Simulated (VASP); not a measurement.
**CuI (Marshite): relaxation of cell and atoms with PBEsol**

The system is CuI (Marshite).

```
CELL_PARAMETERS angstrom
0.00000 2.97300 2.97300
2.97300 0.00000 2.97300
2.97300 2.97300 0.00000
ATOMIC_POSITIONS crystal
Cu 0.25000 0.25000 0.25000
I 0.00000 0.00000 0.00000
```

```
Program                : VASP 6.6.1
Task                   : relaxation of cell and atoms
Functional             : PBEsol
Potentials or basis    : VASP PAW PBE potentials, release 64 (Cu, I)
Cutoff                 : 600 eV
k mesh                 : 8 × 8 × 8
Occupations            : gaussian, width 0.03 eV
Spin                   : no spin polarisation
Further INCAR settings : ALGO = Normal; EDIFF = 1e-07; IBRION = 2; EDIFFG = -0.005; NSW = 90; ISIF = 3
```

```yaml
Pressure_after_relaxing: 0.0 GPa
Band_gap_on_the_k_mesh: 1.19 eV, direct
```

Final structure:
```
Cu I
1.0
     0.00000    2.97300    2.97300
     2.97300    0.00000    2.97300
     2.97300    2.97300    0.00000
Cu I
1 1
Direct
  0.25000 0.25000 0.25000
  0.00000 0.00000 0.00000
```

Levels at points of the mesh, in eV from the valence-band top:
```tsv
k point	band 6	band 7	band 8	band 9	band 10	band 11	band 12	band 13
(0.00, 0.00, 0.00)	-2.13	0.00	0.00	0.00	1.19	4.76	4.76	4.76
(0.50, 0.00, 0.00)	-2.10	-2.05	-0.81	-0.81	2.13	5.32	5.32	7.33
(0.50, 0.50, 0.00)	-2.06	-2.03	-1.73	-1.73	2.48	2.81	9.49	10.02
```

It took 28 s on 1 thread of Intel(R) Xeon(R) Platinum 8559C (Emerald Rapids), with other jobs on the host, peak memory 0.21 GiB.

Caveat: the relaxation stopped at its first step, so nothing moved; the PAW data sets were made with another functional, which shifts forces and pressure a little; spin-orbit coupling is left out, which moves the levels of the heavy elements. As with any semilocal functional, this PBEsol gap is likely too small.
